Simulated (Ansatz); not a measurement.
Input and command of a plane-wave DFT calculation in Ansatz:

```yaml
crystal:
  lattice:
    - [3.1457762248, 0.0, 0.0]
    - [-1.5728881124, 2.7243221253, 0.0]
    - [0.0, 0.0, 33.9068421692]
  atoms:
    - { symbol: W, position: [0.3333333333, 0.6666666667, 0.5] }
    - { symbol: W, position: [0.3333333333, 0.6666666667, 0.0] }
    - { symbol: S, position: [0.5957553881, 0.2814226746, 0.4537880746] }
    - { symbol: S, position: [0.6666666667, 0.3333333333, 0.9537880746] }
    - { symbol: S, position: [0.6666666667, 0.3333333333, 0.0462119254] }
    - { symbol: S, position: [0.7375779453, 0.3852439921, 0.5462119254] }
basis:
  ecutwfc: 420
kpoints:
  mp_grid: { grid: [12, 12, 1] }
hamiltonian:
  xc: pbesol
scf:
  occupations: { method: gaussian, width: 0.05 }
output:
  forces: true
  stress: true
  eigenvalues: true
```

```bash
ansatz run input.yaml --threads 2 --pin off --max-ram 5120MiB --backend cpu --events-out ev --progress --plain --runs-dir out
```

Processor: Arm Neoverse V1, 2 threads, on a host shared with other jobs.

**Question.** Estimate time, memory and problem size.

**Answer.** About 36 s on 2 threads of Arm Neoverse V1, with other jobs on the host, peak memory 0.8 GiB. It solves 32 bands at 74 k points (the mesh reduced by the symmetry that the task leaves, which can be less than the crystal's) with about 5633 plane waves, in 9 SCF iterations.
